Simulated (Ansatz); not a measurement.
Level of theory: DFT PBE, scalar-relativistic, plane waves, PAW (Ansatz). Settings: cutoff 420 eV, Γ-centred meshes spaced at most about 0.3 Å⁻¹, and about 0.25 Å⁻¹ or finer for metals (2π included), Gaussian smearing. No spin polarisation.

All energies are static (0 K, no zero-point motion).

Two forms of SnGe₅ were relaxed alike.

A. Space group P-62m (No. 189), hexagonal, a = 7.899 Å, c = 2.846 Å. Sn has 3 Ge at 2.79 Å and 2 Sn at 2.85 Å; Ge on a site of symmetry m2m is surrounded by 2 Ge at 2.56 Å, 1 Sn at 2.79 Å and 2 Ge at 2.85 Å; around Ge on a site of symmetry -6 lie 3 Ge at 2.56 Å and 2 Ge at 2.85 Å.

B. Space group P6/mmm (No. 191), hexagonal, a = 5.515 Å, c = 5.044 Å. Sn has 6 Ge at 3.18 Å and 12 Ge at 3.74 Å; Ge on a site of symmetry -6m2 has 6 Ge at 2.98 Å, 3 Sn at 3.18 Å and 3 Ge at 3.18 Å; around Ge on a site of symmetry mmm lie 4 Ge at 2.76 Å and 4 Ge at 2.98 Å.

Task: Which would you expect to be lower, and how large is the difference?

Result: A is lower, by 57 meV/atom. A has space group P-62m (No. 189), 25.6 Å³/atom and no gap on its mesh; B has the CaCu5 type, space group P6/mmm (No. 191), 22.1 Å³/atom and no gap. Counting Ge atoms around Sn (those within 1.25 times the shortest such distance or 1.15 times the sum of covalent radii; a plus sign parts nearer from farther groups; the shortest distance is added where it is long for a bond), A has Sn 3 and B has Sn 6+12 from 3.2 Å. The lower one is the more open, so pressure narrows the difference. Even the lower one lies +0.29 eV/atom against the reference forms of the elements (uncorrected), so neither is stable at this level. Both come from invented guesses. The lowest form computed isn't among them: it has space group Pmmm (No. 47), 20.8 Å³/atom and lies 13 meV/atom below the best shown.

Cells relaxed within their symmetry can be saddle points. Some structure types and database cells were kept out of the candidates from the start, so a known form may be missing.
